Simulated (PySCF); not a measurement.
## Si under changes of volume

One of the cells (20.165 Å³/atom); the others are scaled copies at fixed shape and fractional positions:

```
CELL_PARAMETERS angstrom
0.00000 2.72185 2.72185
2.72185 0.00000 2.72185
2.72185 2.72185 0.00000
ATOMIC_POSITIONS crystal
Si 0.50000 0.50000 0.50000
Si 0.75000 0.75000 0.75000
```

```yaml
Program: PySCF 2.14.0
Functional: PBE
Potentials_or_basis: DZVP-MOLOPT-SR/GTH-PBE (potentials made for PBE)
k_mesh: 7 × 7 × 7
Occupations: fermi-dirac, width 0.05 eV
Spin: no spin polarisation
```

| volume (Å³/atom) | energy over the lowest point (meV/atom) | gap on the mesh (eV) |
| --- | --- | --- |
| 18.955 | 31.64 | 0.53 |
| 19.358 | 15.56 | 0.57 |
| 19.761 | 5.30 | 0.61 |
| 20.165 | 0.28 | 0.64 |
| 20.568 | 0.00 | 0.68 |
| 20.971 | ? | ? |
| 21.375 | 11.81 | 0.74 |

What does the run at 20.971 Å³/atom give?

Energy over the lowest point 3.99 meV/atom; gap on the mesh 0.71 eV.

Worked out: A Birch-Murnaghan fit of order 3 (a polynomial in V^(-2/3)) to the other rows has its minimum at 20.39 Å³/atom with B0 = V·E''(V) = 90 GPa and B' = 4.3. It gives 3.97 meV/atom at 20.971 Å³/atom, against the run's 3.99. A straight line through the other rows of the gap, of slope 1.75 eV per unit of ln V, gives 0.71 eV, against the run's 0.71.

Energies are extrapolated to zero smearing.

Caveats: an odd mesh through Γ misses points on the zone boundary, where band edges often lie; the basis of atomic orbitals isn't converged, which shifts pressures, moduli and gaps.
